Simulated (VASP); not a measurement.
# FeSi2 (Linzhiite) (P4/mmm) in VASP: notebook, part 2 of 2

VASP 6.6.1. Earlier steps stand in the parts before.

## (3) Electric field gradients, PBEsol, collinear spin, ferromagnetic start

Input file INCAR:

```
PREC = Accurate
ENCUT = 700
EDIFF = 1E-7
ISMEAR = -1
SIGMA = 0.05
LREAL = F
LASPH = T
NELM = 150
ALGO = Fast
ISIF = 2
LWAVE = F
LCHARG = F
ISPIN = 2
MAGMOM = 2.5 0 0
LORBIT = 11
LMAXMIX = 4
GGA = PS
LEFG = T
```

Input file KPOINTS:

```
regular mesh
0
Gamma
  12 12 7
```

Input file POSCAR:

```
FeSi2
1.0
    2.6840000000      0.0000000000      0.0000000000
    0.0000000000      2.6840000000      0.0000000000
    0.0000000000      0.0000000000      5.1280000000
Fe Si
1 2
Direct
    0.0000000000      0.0000000000      0.0000000000
    0.5000000000      0.5000000000      0.2700000000
    0.5000000000      0.5000000000      0.7300000000
```

Potentials or basis: VASP PAW PBE potentials, release 64 (Fe, Si).

Launch:

```console
cat potpaw_PBE.64/Fe/POTCAR potpaw_PBE.64/Si/POTCAR > POTCAR
mpirun -np 1 vasp_std > vasp.out
```

OUTCAR:

```text
PREC = Accurate
   ENCUT = 700
   EDIFF = 1E-7
   ISMEAR = -1
   LREAL = F
   LASPH = T
   NELM = 150
   ISIF = 2
   ISPIN = 2
   LORBIT = 11
   GGA = PS

 ion  position               nearest neighbor table
   1  0.000  0.000  0.000-   2 2.35   3 2.35   2 2.35   3 2.35   2 2.35   3 2.35   2 2.35   3 2.35

   2  0.500  0.500  0.270-   1 2.35   1 2.35   1 2.35   1 2.35   3 2.36   3 2.77
   3  0.500  0.500  0.730-   1 2.35   1 2.35   1 2.35   1 2.35   2 2.36   2 2.77

  LATTYP: Found a simple tetragonal cell.
 ALAT       =     2.6840000000
 C/A-ratio  =     1.9105812221

  Lattice vectors:

 A1 = (   2.6840000000,   0.0000000000,   0.0000000000)
 A2 = (   0.0000000000,   2.6840000000,   0.0000000000)
 A3 = (   0.0000000000,   0.0000000000,   5.1280000000)

Analysis of symmetry for initial positions (statically):
=====================================================================
 Subroutine PRICEL returns:
 Original cell was already a primitive cell.

 Routine SETGRP: Setting up the symmetry group for a
 simple tetragonal supercell.

 Subroutine GETGRP returns: Found 16 space group operations
 (whereof 16 operations were pure point group operations)
 out of a pool of 16 trial point group operations.

The static configuration has the point symmetry D_4h.

Analysis of symmetry for dynamics (positions and initial velocities):
=====================================================================
 Subroutine PRICEL returns:
 Original cell was already a primitive cell.

 Routine SETGRP: Setting up the symmetry group for a
 simple tetragonal supercell.

 Subroutine GETGRP returns: Found 16 space group operations
 (whereof 16 operations were pure point group operations)
 out of a pool of 16 trial point group operations.

The dynamic configuration has the point symmetry D_4h.

Analysis of structural, dynamic, and magnetic symmetry:
=====================================================================
 Subroutine PRICEL returns:
 Original cell was already a primitive cell.

 Routine SETGRP: Setting up the symmetry group for a
 simple tetragonal supercell.

 Subroutine GETGRP returns: Found 16 space group operations
 (whereof 16 operations were pure point group operations)
 out of a pool of 16 trial point group operations.

The overall configuration has the point symmetry D_4h.

 Subroutine INISYM returns: Found 16 space group operations
 (whereof 16 operations are pure point group operations),
 and found     1 'primitive' translations

----------------------------------------------------------------------------------------

                                     Primitive cell

  volume of cell :      36.9414

  direct lattice vectors                    reciprocal lattice vectors
     2.684000000  0.000000000  0.000000000     0.372578241  0.000000000  0.000000000
     0.000000000  2.684000000  0.000000000     0.000000000  0.372578241  0.000000000
     0.000000000  0.000000000  5.128000000     0.000000000  0.000000000  0.195007800

  length of vectors
[... 154 lines left out ...]
     10      14.5002      0.00000
     11      16.3837      0.00000
     12      17.0995      0.00000
     13      18.0810      0.00000
[... 356 lines left out ...]
      2       4.1528      1.00000
      3       4.3638      1.00000
      4       5.4100      1.00000
      5       5.6367      1.00000
      6       7.3855      1.00000
      7       8.1930      1.00000
      8       9.7858      0.92950
      9      10.4337      0.00003
     10      11.8027      0.00000
     11      11.8586      0.00000
     12      13.4819      0.00000
     13      14.0221      0.00000

 [... further k-points ...]

 spin component 2

 k-point     1 :       0.0000    0.0000    0.0000
  band No.  band energies     occupation
      1      -4.0362      1.00000
      2       0.7229      1.00000
      3       1.9427      1.00000
      4       6.3025      1.00000
      5       8.2678      1.00000
      6       8.3969      1.00000
      7       8.3969      1.00000
      8       9.2654      1.00000
      9      14.5002      0.00000
     10      14.5002      0.00000
     11      16.3836      0.00000
     12      17.0996      0.00000
     13      18.0809      0.00000
[... 356 lines left out ...]
      2       4.1529      1.00000
      3       4.3638      1.00000
      4       5.4101      1.00000
      5       5.6369      1.00000
      6       7.3856      1.00000
      7       8.1935      1.00000
      8       9.7868      0.92815
      9      10.4340      0.00003
     10      11.8028      0.00000
     11      11.8589      0.00000
     12      13.4822      0.00000
     13      14.1648      0.00000

 [... further k-points ...]

------------------------ aborting loop because EDIFF is reached ----------------------------------------

  FORCE on cell =-STRESS in cart. coord.  units (eV):
  Direction    XX          YY          ZZ          XY          YZ          ZX
  --------------------------------------------------------------------------------------
  -------------------------------------------------------------------------------------
  Total       -0.1642681     -0.1642681     -0.4771515      0.0000000      0.0000000      0.0000000
  in kB       -7.1244424     -7.1244424    -20.6944476      0.0000000      0.0000000      0.0000000
  external PRESSURE =     -11.6477775 kB  Pullay stress =       0.0000000 kB

 VOLUME and BASIS-vectors are now :
 -----------------------------------------------------------------------------
  energy-cutoff  :      700.00
  volume of cell :       36.94
      direct lattice vectors                 reciprocal lattice vectors
     2.684000000  0.000000000  0.000000000     0.372578241  0.000000000  0.000000000
     0.000000000  2.684000000  0.000000000     0.000000000  0.372578241  0.000000000
     0.000000000  0.000000000  5.128000000     0.000000000  0.000000000  0.195007800

 POSITION                                       TOTAL-FORCE (eV/Angst)
 -----------------------------------------------------------------------------------
      0.00000      0.00000      0.00000         0.000000     -0.000000      0.000000
      1.34200      1.34200      1.38456         0.000000     -0.000000      0.278168
      1.34200      1.34200      3.74344         0.000000      0.000000     -0.278168
 -----------------------------------------------------------------------------------
    total drift:                                0.000000     -0.000000     -0.000000

  FREE ENERGIE OF THE ION-ELECTRON SYSTEM (eV)
  ---------------------------------------------------
  free  energy   TOTEN  =       -21.9510040504 eV

  energy  without entropy=      -21.9409861543  energy(sigma->0) =      -21.94599510

 Electric field gradients (V/A^2)
---------------------------------------------------------------------
 ion       V_xx      V_yy      V_zz      V_xy      V_xz      V_yz
---------------------------------------------------------------------
   1      20.655    20.655   -41.309     0.000    -0.000     0.000
   2      13.533    13.533   -27.066    -0.000     0.000     0.000
   3      13.533    13.533   -27.066    -0.000    -0.000     0.000
---------------------------------------------------------------------

 Electric field gradients after diagonalization (V/A^2)
 (convention: |V_zz| > |V_xx| > |V_yy|)
----------------------------------------------------------------------
 ion       V_xx      V_yy      V_zz     asymmetry (V_yy - V_xx)/ V_zz
----------------------------------------------------------------------
   1      20.655    20.655   -41.309       0.000
   2      13.533    13.533   -27.066       0.000
   3      13.533    13.533   -27.066       0.000
----------------------------------------------------------------------

           NMR quadrupolar parameters

 Cq : quadrupolar parameter    Cq=e*Q*V_zz/h
 eta: asymmetry parameters     (V_yy - V_xx)/ V_zz
 Q  : nuclear electric quadrupole moment in mb (millibarn)
----------------------------------------------------------------------
 ion       Cq(MHz)       eta       Q (mb)
----------------------------------------------------------------------
   1      -0.100       0.000       1.000
   2      -0.065       0.000       1.000
   3      -0.065       0.000       1.000
----------------------------------------------------------------------

 total charge

# of ion       s       p       d       tot
------------------------------------------
    1        0.468   0.706   6.709   7.883
    2        0.733   0.892   0.000   1.625
    3        0.733   0.892   0.000   1.625
--------------------------------------------------
tot          1.934   2.490   6.709  11.133

 magnetization (x)

# of ion       s       p       d       tot
------------------------------------------
    1       -0.000  -0.000   0.001   0.001
    2       -0.000  -0.000   0.000  -0.000
    3       -0.000  -0.000   0.000  -0.000
--------------------------------------------------
tot         -0.000  -0.000   0.001   0.001
```

OSZICAR:

```text
N       E                     dE             d eps       ncg     rms          rms(c)
DAV:   1     0.759407045357E+02    0.75941E+02   -0.84947E+03  5824   0.153E+03
DAV:   2    -0.180338335185E+02   -0.93975E+02   -0.85643E+02  5882   0.261E+02
DAV:   3    -0.229898834276E+02   -0.49560E+01   -0.46965E+01  7886   0.658E+01
[... 12 lines left out ...]
RMM:  16    -0.219509942335E+02   -0.86129E-05   -0.14504E-05  7449   0.318E-02    0.181E-02
RMM:  17    -0.219510042609E+02   -0.10027E-04   -0.52291E-05  8352   0.644E-02    0.766E-03
RMM:  18    -0.219510040952E+02    0.16571E-06   -0.29695E-06  7228   0.172E-02    0.304E-03
RMM:  19    -0.219510039670E+02    0.12815E-06   -0.94595E-07  6502   0.841E-03    0.374E-03
RMM:  20    -0.219510040504E+02   -0.83362E-07   -0.42314E-07  5563   0.777E-03
   1 F= -.21951004E+02 E0= -.21945995E+02  d E =-.100179E-01  mag=     0.0000
```

stdout:

```text
POSCAR found type information on POSCAR FeSi
 POSCAR found :  2 types and       3 ions
 scaLAPACK will be used
 -----------------------------------------------------------------------------
|                                                                             |
|                                                                             |
|     You enforced a specific xc type in the INCAR file but a different       |
|     I HOPE YOU KNOW WHAT YOU ARE DOING!                                     |
|                                                                             |
 -----------------------------------------------------------------------------

 LDA part: xc-table for (Slater+PW92), standard interpolation
 POSCAR, INCAR and KPOINTS ok, starting setup
 FFT: planning ... GRIDC
 FFT: planning ... GRID_SOFT
 FFT: planning ... GRID
 WAVECAR not read
 entering main loop
ion   1

ion   2

ion   3
```

Run time: 81 s. Hardware: 1 thread of Intel Xeon Platinum 8559C (Emerald Rapids), shared host; peak memory 0.28 GiB.

What came out:

```
Free energy                                           : -21.9510 eV
Pressure                                              : -1.2 GPa
Largest force                                         : 0.278 eV/Å
Band gap on the k mesh                                : none (metal or under the smearing width)
Net moment                                            : 0.00 μB per cell
Valence electrons inside the program's atomic spheres : Fe 7.88; Si 1.62
```

Forces on the atoms (eV/Å):
```
Fe   0.000  0.000  0.000
Si   0.000  0.000  0.278
Si   0.000  0.000 -0.278
```

Electric field gradients, principal values (V/Å²):
```tsv
atom	Vxx	Vyy	Vzz
1 Fe	20.655	20.655	-41.309
2 Si	13.533	13.533	-27.066
3 Si	13.533	13.533	-27.066
```

Caveat: the starting moments collapsed, and a magnetic state may lie lower; the PAW data sets were made with another functional, which shifts forces and pressure a little.
